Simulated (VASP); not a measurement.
Here is a VASP 6.6.1 calculation.

Contents of INCAR:

```
SYSTEM = ZnS
ALGO = Normal ; EDIFF = 1E-6
ENCUT = 520 ; GGA = PE
ISIF = 2 ; ISMEAR = 0
LASPH = .True. ; LCHARG = .False.
LREAL = .False. ; LWAVE = .False.
NELM = 100 ; PREC = Accurate
SIGMA = 0.015
```

The input KPOINTS:

```
k-points
0
Gamma
  9 9 9
  0 0 0
```

File POSCAR:

```
ZnS
1.0
    0.0000000000      2.7020000000      2.7020000000
    2.7020000000      0.0000000000      2.7020000000
    2.7020000000      2.7020000000      0.0000000000
Zn S
1 1
Direct
    0.7500000000      0.7500000000      0.7500000000
    0.0000000000      0.0000000000      0.0000000000
```

Potentials or basis: VASP PAW PBE potentials, release 64 (Zn, S).

Command:

```bash
$ cat potpaw_PBE.64/Zn/POTCAR potpaw_PBE.64/S/POTCAR > POTCAR
$ mpirun -np 1 vasp_std > vasp.out
```

Problem. Predict the band gap on the k mesh.

Solution. 2.11 eV, direct.

Problem. Estimate the pressure.

Solution. 1.8 GPa.

**Experimental background.**

“Electronic, vibrational, and thermodynamic properties of ZnS (zincblende and rocksalt structure)”, 2009, arxiv:0911.5022 quotes, for a bulk crystal of ZnS at 19 K: band gap 3.85 eV (direct).

Against the measured gap of ZnS, 3.85 eV (direct; 19 K; quoted in “Electronic, vibrational, and thermodynamic properties of ZnS (zincblende and rocksalt structure)”, 2009, arxiv:0911.5022), the calculated 2.11 eV is off by -1.74 eV. The value is that of PBE, without temperature or zero-point motion. Semilocal functionals fall short of measured gaps as a rule.
